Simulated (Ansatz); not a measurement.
Al2Cu under pressure

These are results of DFT PBEsol, scalar-relativistic, plane waves, PAW (Ansatz 0.2.0), not measurements. Run with 420 eV cutoff, 10×10×10 k-mesh, Gaussian smearing of 0.10 eV, no spin polarisation.

Starting point, cell and atoms relaxed:

```
CELL_PARAMETERS angstrom
-2.99618 2.99618 2.41435
2.99618 -2.99618 2.41435
2.99618 2.99618 -2.41435
ATOMIC_POSITIONS crystal
Al 0.84066 0.65934 0.50000
Al 0.65934 0.15934 0.81868
Al 0.34066 0.84066 0.18132
Al 0.15934 0.34066 0.50000
Cu 0.25000 0.25000 0.00000
Cu 0.75000 0.75000 0.00000
```

Cell and atoms are relaxed at each pressure within the symmetry of the start, at zero temperature, so transitions that lower the symmetry aren't seen. The k-mesh given is that at zero pressure and may differ at others. a, b and c are the lengths of the cell vectors above.

| P (GPa) | V (Å³/atom) | V/V0 | a (Å) | b (Å) | c (Å) |
| --- | --- | --- | --- | --- | --- |
| -1 | 14.59 | 1.010 | 4.893 | 4.893 | 4.893 |
| 0 | 14.45 | 1.000 | 4.877 | 4.877 | 4.877 |
| 1 | 14.32 | 0.991 | 4.862 | 4.862 | 4.862 |
| 4 | 13.96 | 0.966 | 4.821 | 4.821 | 4.821 |
| 12 | 13.21 | 0.914 | 4.734 | 4.734 | 4.734 |
| 25 | 12.31 | 0.852 | 4.624 | 4.624 | 4.624 |
| 50 | 11.16 | 0.772 | 4.475 | 4.475 | 4.475 |
| 90 | 10.00 | 0.692 | 4.314 | 4.314 | 4.314 |

**Question.** What bulk modulus and pressure derivative fit these points?

**Answer.** A third-order Birch–Murnaghan fit gives B0 = 111 GPa and B0' = 4.3.